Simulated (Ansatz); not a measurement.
**ZnO: response to strain**

Aim: deform ZnO (equal xx and yy strain of -1 %) and compute stress, forces and field gradients with LAPW, PAW and all-electron datasets made for the crystal.

Program: Ansatz 0.2.0. Level of theory: DFT PBE, scalar-relativistic. These are calculated values, not measurements.

## (1) Starting point

Symmetry: P6_3mc, No. 186, hexagonal system. Conventional cell: a = 3.249 Å, b = 3.249 Å, c = 5.204 Å, α = 90.00°, β = 90.00°, γ = 120.00°. Around Zn (site symmetry 3m) lie 4 O at 1.97 to 1.99 Å. O (site symmetry 3m) has 4 Zn at 1.97 to 1.99 Å as nearest neighbours.

Coordinates:

```
Zn O
1.0
     3.24940    0.00000    0.00000
    -1.62470    2.81406    0.00000
     0.00000    0.00000    5.20380
Zn O
2 2
Direct
  0.33333 0.66667 0.00000
  0.66667 0.33333 0.50000
  0.33333 0.66667 0.38210
  0.66667 0.33333 0.88210
```

Atoms are numbered in the order of the input: Zn1, Zn2, O3, O4.

## (2) The deformed structure

Space group P6_3mc before, P6_3mc after.

## (3) Full-potential LAPW

input.yaml

```yaml
crystal:
  lattice:
    - [3.2169047367, 0.0, 0.0]
    - [-1.6084523683, 2.7859212235, 0.0]
    - [0.0, 0.0, 5.2038]
  atoms:
    - { symbol: Zn, position: [0.3333333333, 0.6666666667, 0.0] }
    - { symbol: Zn, position: [0.6666666667, 0.3333333333, 0.5] }
    - { symbol: O, position: [0.3333333333, 0.6666666667, 0.3821] }
    - { symbol: O, position: [0.6666666667, 0.3333333333, 0.8821] }
kpoints:
  mp_grid: { grid: [11, 11, 6] }
  band_path:
    path:
      - [0.0, 0.0, 0.0]
      - [0.5, 0.0, 0.0]
      - [0.3333333333, 0.3333333333, 0.0]
      - [0.0, 0.0, 0.0]
      - [0.0, 0.0, 0.5]
      - [0.5, 0.0, 0.5]
      - [0.3333333333, 0.3333333333, 0.5]
      - [0.0, 0.0, 0.5]
      - [0.5, 0.0, 0.5]
    npoints: 5
scf:
  occupations: { method: fermi_dirac, width: 0.02 }
hamiltonian:
  xc: pbe
  pseudopotentials: { kind: all_electron, lapw: { basis_error: 0.0005 } }
output:
  forces: true
  stress: true
  eigenvalues: true
```

Started as:

```sh
ansatz run input.yaml --threads 1 --pin off --max-ram 4096MiB --backend cpu --events-out ev --progress --plain --runs-dir out
```

## (4) PAW with frozen cores

input.yaml

```yaml
crystal:
  lattice:
    - [3.2169047367, 0.0, 0.0]
    - [-1.6084523683, 2.7859212235, 0.0]
    - [0.0, 0.0, 5.2038]
  atoms:
    - { symbol: Zn, position: [0.3333333333, 0.6666666667, 0.0] }
    - { symbol: Zn, position: [0.6666666667, 0.3333333333, 0.5] }
    - { symbol: O, position: [0.3333333333, 0.6666666667, 0.3821] }
    - { symbol: O, position: [0.6666666667, 0.3333333333, 0.8821] }
kpoints:
  mp_grid: { grid: [11, 11, 6] }
scf:
  occupations: { method: fermi_dirac, width: 0.02 }
hamiltonian:
  xc: pbe
  pseudopotentials: { kind: paw }
output:
  forces: true
  stress: true
  eigenvalues: true
  efg: { contact_densities: true }
```

## (5) Datasets made for this crystal

input.yaml: that of step 4 with these lines changed.

```diff
@@ -16,3 +16,3 @@
   xc: pbe
-  pseudopotentials: { kind: paw }
+  pseudopotentials: { kind: all_electron, datasets: crystal }
 output:
```

(Steps that only read results are left out.)

Q: Predict the outcome of this session. Wanted: pressure; largest shear or deviatoric stress.

**Answer**, as computed:

| quantity | value |
| --- | --- |
| pressure | LAPW 8.05, PAW 8.15, crystal datasets 8.05 GPa |
| largest shear or deviatoric stress (LAPW) | 1.45 GPa |

**Reading.** The largest part of the stress beyond the pressure is 1.45 GPa in size, in the zz component; the atoms are carried along and not relaxed. No run of the undeformed cell stands beside it, so the pressure holds what the given cell had before the change. PAW: stress within 0.10 GPa of LAPW, forces within 1 meV/Å. Crystal datasets: stress within 0.01 GPa of LAPW, forces within 1 meV/Å.
